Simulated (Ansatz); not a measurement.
# Ti: molecular dynamics by PAW and LAPW

Aim: follow Ti in time (15 steps of 1.5 fs at constant energy, with velocities drawn for 1200 K) with PAW and LAPW. Both runs start alike, so that frozen cores can be judged against all electrons.

Method: DFT LDA, scalar-relativistic, in Ansatz 0.2.0.

## Step 1: Starting point

The cell holds 4 atoms (Ti4): a = 5.742 Å, b = 5.742 Å, c = 2.871 Å, α = 60.00°, β = 60.00°, γ = 60.00°.

As a file:

```
CELL_PARAMETERS angstrom
0.00000 4.06000 4.06000
4.06000 0.00000 4.06000
2.03000 2.03000 0.00000
ATOMIC_POSITIONS crystal
Ti 0.00000 0.00000 0.00000
Ti 0.00000 0.50000 0.00000
Ti 0.50000 0.00000 0.00000
Ti 0.50000 0.50000 0.00000
```

The geometry is a database entry used as it stands. It may stem from high pressure or temperature, or be incomplete, so it serves as a test cell.

## Step 2: PAW with frozen cores

The input, input.yaml:

```yaml
crystal:
  lattice:
    - [0.0, 4.06, 4.06]
    - [4.06, 0.0, 4.06]
    - [2.03, 2.03, 0.0]
  atoms:
    - { symbol: Ti, position: [0.0, 0.0, 0.0] }
    - { symbol: Ti, position: [0.0, 0.5, 0.0] }
    - { symbol: Ti, position: [0.5, 0.0, 0.0] }
    - { symbol: Ti, position: [0.5, 0.5, 0.0] }
kpoints:
  mp_grid: { grid: [4, 4, 8] }
scf:
  occupations: { method: fermi_dirac, width: 0.08 }
hamiltonian:
  xc: lda
  pseudopotentials: { kind: paw }
output:
  forces: true
  stress: true
md:
  timestep: 1.5
  n_steps: 15
  ensemble: nve
  temperature: 1200
  initial_velocities: maxwell_boltzmann
  seed: 571116
```

Command:

```bash
ansatz run input.yaml --threads 2 --pin off --max-ram 4096MiB --backend cpu --events-out ev --progress --plain --runs-dir out
```

The log of the run, cut to the lines that bear on the results:

```text
Warning: md: disabling space-group detection — thermal motion breaks the input geometry's symmetry, so no spatial operation reduces the k-mesh or symmetrises the density; time reversal is kept, so that k and −k are solved as one point where they differ and the mesh holds both, and exact [...]
Warning: output.stress: scf.convergence.dr2_threshold = 4e-9 eV (the default of an md: trajectory) is looser than the 4e-10 eV advised for a printed stress (1e-10 eV for each atom of the cell: 4). What an SCF threshold leaves in a stress goes as its square root, and in the free energy as [...]
Pseudopotentials: kind: paw
Pseudopotential: Ti, paw, valence charge 12, recommended cutoff 420 eV (normal)
Functional definition: SPW92
[...]
Crystal: 4 atoms, lattice volume = 66.923 Å³
Basis set: ecut = 420 eV, 1337 PW (Γ)
Bands: 29, of which v1, the nominal top of the filled ones, is band 24 counted from 1 (23 counted from 0)
Symmetry: 1 space group operations
k-points: 68 of 128 (time reversal used)
[...]
SCF iter   1: F=—  HF=-9801.010276 eV  |F-HF|=—  |Δ(HF+E_count)|=         —  Δρ=6.19e-3  dr2=8.57e-3  ethr=1.77e-3  ⟨swp⟩=4.2  Hψ=7576  notcnv=0
[...]
md step     0: t =     0.00 fs  T =  1200.0 K  F+E_penalty+E_count = -9801.00960891 eV  E_kin = 0.465336 eV  conserved = -9800.54427291 eV  P_inst = -3.8433 GPa  (6 SCF iters)
[...]
md step     3: t =     4.50 fs  T =  1183.9 K  F+E_penalty+E_count = -9801.00336788 eV  E_kin = 0.459097 eV  conserved = -9800.54427134 eV  P_inst = -3.7937 GPa  (6 SCF iters)
[...]
md step     4: t =     6.00 fs  T =  1171.5 K  F+E_penalty+E_count = -9800.99854449 eV  E_kin = 0.454274 eV  conserved = -9800.54427082 eV  P_inst = -3.7568 GPa  (6 SCF iters)
```

## Step 3: The log goes on: 15 steps of 1.5 fs from 1200 K

Output, continued, cut to the lines that bear on the results:

```text
[...]
SCF iter   1: F=—  HF=-9800.992374 eV  |F-HF|=—  |Δ(HF+E_count)|=         —  Δρ=3.03e-5  dr2=4.36e-7  ethr=8.18e-10  ⟨swp⟩=2.4  Hψ=7734  notcnv=0
[...]
md step     5: t =     7.50 fs  T =  1155.6 K  F+E_penalty+E_count = -9800.99237421 eV  E_kin = 0.448103 eV  conserved = -9800.54427077 eV  P_inst = -3.7113 GPa  (3 SCF iters)
[...]
md step     7: t =    10.50 fs  T =  1113.5 K  F+E_penalty+E_count = -9800.97605661 eV  E_kin = 0.431786 eV  conserved = -9800.54427108 eV  P_inst = -3.5991 GPa  (2 SCF iters)
[...]
md step     9: t =    13.50 fs  T =  1058.1 K  F+E_penalty+E_count = -9800.95459621 eV  E_kin = 0.410328 eV  conserved = -9800.54426802 eV  P_inst = -3.4662 GPa  (2 SCF iters)
[...]
md step    11: t =    16.50 fs  T =   990.6 K  F+E_penalty+E_count = -9800.92839661 eV  E_kin = 0.384138 eV  conserved = -9800.54425811 eV  P_inst = -3.3215 GPa  (3 SCF iters)
[...]
SCF converged after 6 iterations
Free energy (F): -9800.865308 eV
[...]
E sigma→0 (E₀):  -9800.792789 eV
Entropy (-TS):   -0.145037 eV (-36.259 meV/atom)
Fermi energy:    13.539669 eV
[...]
--- Forces (eV/Å), atoms counted from 1 ---
  atom   1  Ti    -0.63415707     0.65702566    -0.24694705
  atom   2  Ti     0.17455922    -0.45693908     0.62512967
  atom   3  Ti     0.15921434    -0.18213372    -0.00228731
  atom   4  Ti     0.30038189    -0.01795546    -0.37589042
[...]
--- Stress (GPa, compression-positive) ---
       -4.102235      -0.592789      -0.672594
       -0.592789      -3.739616      -0.361019
       -0.672594      -0.361018      -3.302264
  P = ⅓ Tr σ = -3.7147 GPa (-37.147 kbar)
--- MD trajectory: 15 steps, t = 0.0 → 22.5 fs ---
  final state: T = 828.0 K   F+E_penalty+E_count = -9800.86530752 eV   E_kin = 0.321089 eV
  conserved energy: peak-to-peak 5.447e-5 eV (1.362e-5 eV/atom) over 22.5 fs
```

It took 57 s on 2 threads of AMD EPYC 7R43 (Zen 3), shared host.

## Step 4: The trajectory

Every step; energies are changes from step 0; msd is the mean square displacement from the start, the centre of mass held:

```tsv
time (fs)	T (K)	potential energy change (meV/atom)	total energy change (meV/atom)	pressure (GPa)	msd Ti (Å²)
0.0	1200	0.0	0.00	-3.8	0.000
1.5	1198	0.2	0.00	-3.8	0.000
3.0	1193	0.7	0.00	-3.8	0.000
4.5	1184	1.6	0.00	-3.8	0.001
6.0	1171	2.8	0.00	-3.8	0.002
7.5	1156	4.3	0.00	-3.7	0.003
9.0	1136	6.2	0.00	-3.7	0.004
10.5	1113	8.4	0.00	-3.6	0.005
12.0	1087	10.9	0.00	-3.5	0.007
13.5	1058	13.8	0.00	-3.5	0.008
15.0	1026	16.9	0.00	-3.4	0.010
16.5	991	20.3	0.00	-3.3	0.012
18.0	953	24.0	0.01	-3.2	0.014
19.5	913	27.8	0.01	-3.2	0.016
21.0	871	31.9	0.01	-3.1	0.019
22.5	828	36.1	0.01	-3.0	0.021
```

time (fs), T (K) and a bar:
```
      0.0       1200 ##############################
      1.5       1198 ##############################
      3.0       1193 #############################
      4.5       1184 #############################
      6.0       1171 ############################
      7.5       1156 ##########################
      9.0       1136 #########################
     10.5       1113 #######################
     12.0       1087 #####################
     13.5       1058 ###################
     15.0       1026 ################
     16.5        991 #############
     18.0        953 ##########
     19.5        913 #######
     21.0        871 ###
     22.5        828
```

## Step 5: Snapshots as a file

Positions (Å) and forces (eV/Å):

```xyz
4
Lattice="0.000 4.060 4.060 4.060 0.000 4.060 2.030 2.030 0.000" Properties=species:S:1:pos:R:3:forces:R:3 pbc="T T T" time_fs=3.0 T=1193 dE=0.0028
Ti    0.023   -0.010   -0.003   -0.072    0.070   -0.041
Ti    2.028    0.020    2.022    0.018   -0.052    0.085
Ti   -0.006    2.026    2.026    0.018   -0.020    0.016
Ti    2.015    2.024    4.075    0.037    0.001   -0.059
4
Lattice="0.000 4.060 4.060 4.060 0.000 4.060 2.030 2.030 0.000" Properties=species:S:1:pos:R:3:forces:R:3 pbc="T T T" time_fs=6.0 T=1171 dE=0.0111
Ti    0.046   -0.021   -0.006   -0.146    0.144   -0.081
Ti    2.025    0.040    2.014    0.036   -0.105    0.168
Ti   -0.011    2.022    2.023    0.036   -0.041    0.028
Ti    2.000    2.018    4.090    0.073    0.002   -0.115
4
Lattice="0.000 4.060 4.060 4.060 0.000 4.060 2.030 2.030 0.000" Properties=species:S:1:pos:R:3:forces:R:3 pbc="T T T" time_fs=9.0 T=1136 dE=0.0247
Ti    0.069   -0.030   -0.010   -0.224    0.224   -0.119
Ti    2.023    0.060    2.006    0.057   -0.162    0.251
Ti   -0.017    2.018    2.019    0.057   -0.065    0.035
Ti    1.985    2.012    4.105    0.110    0.003   -0.167
4
Lattice="0.000 4.060 4.060 4.060 0.000 4.060 2.030 2.030 0.000" Properties=species:S:1:pos:R:3:forces:R:3 pbc="T T T" time_fs=12.0 T=1087 dE=0.0437
Ti    0.091   -0.040   -0.013   -0.309    0.313   -0.154
Ti    2.021    0.080    1.999    0.082   -0.224    0.335
Ti   -0.022    2.014    2.016    0.079   -0.090    0.036
Ti    1.970    2.006    4.119    0.148    0.002   -0.217
4
Lattice="0.000 4.060 4.060 4.060 0.000 4.060 2.030 2.030 0.000" Properties=species:S:1:pos:R:3:forces:R:3 pbc="T T T" time_fs=13.5 T=1058 dE=0.0550
Ti    0.102   -0.045   -0.015   -0.354    0.361   -0.171
Ti    2.020    0.090    1.995    0.095   -0.257    0.378
Ti   -0.025    2.012    2.014    0.090   -0.104    0.034
Ti    1.963    2.003    4.126    0.169    0.000   -0.241
4
Lattice="0.000 4.060 4.060 4.060 0.000 4.060 2.030 2.030 0.000" Properties=species:S:1:pos:R:3:forces:R:3 pbc="T T T" time_fs=16.5 T=991 dE=0.0812
Ti    0.124   -0.053   -0.019   -0.447    0.460   -0.202
Ti    2.018    0.109    1.989    0.123   -0.325    0.464
Ti   -0.030    2.007    2.011    0.113   -0.131    0.026
Ti    1.949    1.997    4.140    0.211   -0.004   -0.288
4
Lattice="0.000 4.060 4.060 4.060 0.000 4.060 2.030 2.030 0.000" Properties=species:S:1:pos:R:3:forces:R:3 pbc="T T T" time_fs=19.5 T=913 dE=0.1114
Ti    0.144   -0.061   -0.023   -0.542    0.560   -0.228
Ti    2.016    0.127    1.983    0.150   -0.392    0.548
Ti   -0.035    2.003    2.007    0.137   -0.158    0.013
Ti    1.935    1.991    4.153    0.255   -0.010   -0.333
4
Lattice="0.000 4.060 4.060 4.060 0.000 4.060 2.030 2.030 0.000" Properties=species:S:1:pos:R:3:forces:R:3 pbc="T T T" time_fs=22.5 T=828 dE=0.1443
Ti    0.164   -0.068   -0.028   -0.634    0.657   -0.247
Ti    2.014    0.145    1.979    0.175   -0.457    0.625
Ti   -0.040    1.998    2.004    0.159   -0.182   -0.002
Ti    1.921    1.985    4.165    0.300   -0.018   -0.376
```

## Step 6: All-electron LAPW

input.yaml: that of step 2 with these lines changed.

```diff
@@ -16,3 +16,3 @@
   xc: lda
-  pseudopotentials: { kind: paw }
+  pseudopotentials: { kind: all_electron, lapw: { basis_error: 0.001 } }
 output:
```

Command:

```bash
ansatz run input.yaml --threads 2 --pin off --max-ram 4096MiB --backend cpu --events-out ev --progress --plain --runs-dir out
```

The log of the run, cut to the lines that bear on the results:

```text
Warning: md: disabling space-group detection — thermal motion breaks the input geometry's symmetry, so no spatial operation reduces the k-mesh or symmetrises the density; time reversal is kept, so that k and −k are solved as one point where they differ and the mesh holds both, and exact [...]
LAPW: plane waves up to 7.883 Å⁻¹, error target 1.0e-3 eV per atom; small_component_spin mean_spin; Ti in spheres of 1.392 Å, 12 of its electrons in bands, Dirac shells []
[...]
Pseudopotentials: kind: all_electron
Pseudopotential: Ti, LAPW, valence charge 12, Koelling and Harmon's equation, gaussian nucleus
[... 1 set-up line as earlier in the session ...]
[...]
Crystal: 4 atoms, lattice volume = 66.923 Å³
Basis set: ecut = 236.77642877009131 eV, 539 PW (Γ), FFT grids on a1−a3, a2−a3, a3, exchange–correlation at level 2
Bands: 29, of which v1, the nominal top of the filled ones, is band 24 counted from 1 (23 counted from 0)
[... 1 set-up line as earlier in the session ...]
k-points: 68 of 128 (time reversal used)
[...]
md step    15: t =    22.50 fs  T =   827.8 K  F+E_penalty+E_count = -92735.91820896 eV  E_kin = 0.320989 eV  conserved = -92735.59745851 eV  P_inst = -3.0249 GPa  (11 SCF iters)
NSCF: frozen V_eff on 68 k-points
[...]
SCF converged after 11 iterations
Free energy (F): -92735.918209 eV
[...]
E sigma→0 (E₀):  -92735.845724 eV
Entropy (-TS):   -0.144970 eV (-36.242 meV/atom)
Fermi energy:    13.973922 eV
[...]
--- Forces (eV/Å), atoms counted from 1 ---
  atom   1  Ti    -0.63462616     0.65769492    -0.24747650
  atom   2  Ti     0.17460963    -0.45676681     0.62628313
  atom   3  Ti     0.15916839    -0.18226229    -0.00257000
  atom   4  Ti     0.30084718    -0.01866450    -0.37623267
[...]
--- Stress (GPa, compression-positive) ---
       -4.097040      -0.590643      -0.671357
       -0.590643      -3.731618      -0.359624
       -0.671357      -0.359624      -3.295233
  P = ⅓ Tr σ = -3.7080 GPa (-37.080 kbar)
--- Band table (eV; the first three rows and the last of 68) ---
[...]
--- MD trajectory: 15 steps, t = 0.0 → 22.5 fs ---
  final state: T = 827.8 K   F+E_penalty+E_count = -92735.91820896 eV   E_kin = 0.320989 eV
  conserved energy: peak-to-peak 5.656e-5 eV (1.414e-5 eV/atom) over 22.5 fs
```

It took 8.9 min on 2 threads of AMD EPYC 7R43 (Zen 3), shared host.

## Step 7: The trajectory

The trajectory, step by step (energies from step 0); msd is the mean square displacement from the start, the centre of mass held:

```tsv
time (fs)	T (K)	potential energy change (meV/atom)	total energy change (meV/atom)	pressure (GPa)	msd Ti (Å²)
0.0	1200	0.0	0.00	-3.8	0.000
1.5	1198	0.2	0.00	-3.8	0.000
3.0	1193	0.7	0.00	-3.8	0.000
4.5	1184	1.6	0.00	-3.8	0.001
6.0	1171	2.8	0.00	-3.7	0.002
7.5	1155	4.3	0.00	-3.7	0.003
9.0	1136	6.2	0.00	-3.7	0.004
10.5	1113	8.4	0.00	-3.6	0.005
12.0	1087	10.9	0.00	-3.5	0.007
13.5	1058	13.8	0.00	-3.5	0.008
15.0	1026	16.9	0.00	-3.4	0.010
16.5	990	20.3	0.00	-3.3	0.012
18.0	953	24.0	0.01	-3.2	0.014
19.5	913	27.9	0.01	-3.2	0.016
21.0	871	32.0	0.01	-3.1	0.019
22.5	828	36.2	0.01	-3.0	0.021
```

time (fs), T (K) and a bar:
```
      0.0       1200 ##############################
      1.5       1198 ##############################
      3.0       1193 #############################
      4.5       1184 #############################
      6.0       1171 ############################
      7.5       1155 ##########################
      9.0       1136 #########################
     10.5       1113 #######################
     12.0       1087 #####################
     13.5       1058 ###################
     15.0       1026 ################
     16.5        990 #############
     18.0        953 ##########
     19.5        913 #######
     21.0        871 ###
     22.5        828
```

## Step 8: Summary of results

| quantity | value |
| --- | --- |
| PAW: length | 15 steps of 1.5 fs |
| PAW: temperature, first and last step | 1200 and 828 K |
| PAW: temperature, second half | mean 966 K, from 828 to 1087 K |
| PAW: potential energy, second half | +23 meV/atom from this run's first step |
| PAW: largest change of the total energy | 0.01 meV/atom |
| PAW: mean square displacement, second half | Ti 0.013 Å² |
| LAPW: length | 15 steps of 1.5 fs |
| LAPW: temperature, first and last step | 1200 and 828 K |
| LAPW: temperature, second half | mean 966 K, from 828 to 1087 K |
| LAPW: potential energy, second half | +23 meV/atom from this run's first step |
| LAPW: largest change of the total energy | 0.01 meV/atom |
| LAPW: mean square displacement, second half | Ti 0.013 Å² |

**Reading.** The temperature starts at 1200 K and averages 966 K in the second half, where it still falls, from 1087 to 828 K. The total energy strays from its start by at most 0.01 meV/atom, under 0.1 % of the mean kinetic energy, which is good for a step of 1.5 fs. No atom gets farther than 0.18 Å from its start, with the drift of the whole removed, against a typical distance of 2.9 Å between sites at the start. From the same start the temperatures of the two runs stay within 0.3 K of each other. Averages from a run of 22 fs with 4 atoms are rough. The price, with the outputs that each input asks for: 8.9 min for LAPW against 57 s for PAW, about 9 to one.
